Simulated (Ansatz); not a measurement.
# PbS: the cost of one run

Computed with Ansatz 0.2.0 (DFT, PBE, plane-wave PAW, default files, scalar-relativistic, unless a step's input says otherwise).

### Step 1. Starting point

The structure is orthorhombic, space group Cmcm (No. 63). The conventional cell has a = 4.160 Å, b = 11.983 Å, c = 4.279 Å, α = 90.00°, β = 90.00°, γ = 90.00°. Pb (site symmetry m2m) has 5 S at 2.69 to 2.99 Å as nearest neighbours. S (site symmetry m2m) has 5 Pb at 2.69 to 2.99 Å as nearest neighbours.

As a file:

```
Pb S
1.0
     2.07995   -5.99130    0.00000
     2.07995    5.99130    0.00000
     0.00000    0.00000    4.27932
Pb S
2 2
Direct
  0.86944 0.13056 0.75000
  0.13056 0.86944 0.25000
  0.64520 0.35480 0.75000
  0.35480 0.64520 0.25000
```

### Step 2. Gradients at the starting positions

input.yaml

```yaml
crystal:
  lattice:
    - [2.079952695, -5.991296865, 0.0]
    - [2.079952695, 5.991296865, 0.0]
    - [0.0, 0.0, 4.27932094]
  atoms:
    - { symbol: Pb, position: [0.86943665, 0.13056335, 0.75] }
    - { symbol: Pb, position: [0.13056335, 0.86943665, 0.25] }
    - { symbol: S, position: [0.64520291, 0.35479709, 0.75] }
    - { symbol: S, position: [0.35479709, 0.64520291, 0.25] }
kpoints:
  mp_grid: { grid: [7, 7, 7] }
scf:
  occupations: { method: fermi_dirac, width: 0.02 }
hamiltonian:
  xc: pbe
  pseudopotentials: { kind: paw }
output:
  forces: true
  stress: true
  populations: true
  efg: { quadrupole_moments_barn: { S: -0.0694 }, contact_densities: true }
```

Launch:

```bash
$ ansatz run input.yaml --threads 1 --pin off --max-ram 3072MiB --backend cpu --events-out ev --progress --plain --runs-dir out
```

Q: Estimate wall time and peak memory on 1 thread of Arm Neoverse V1, shared host.

About 16 s, with a peak of 0.49 GiB.
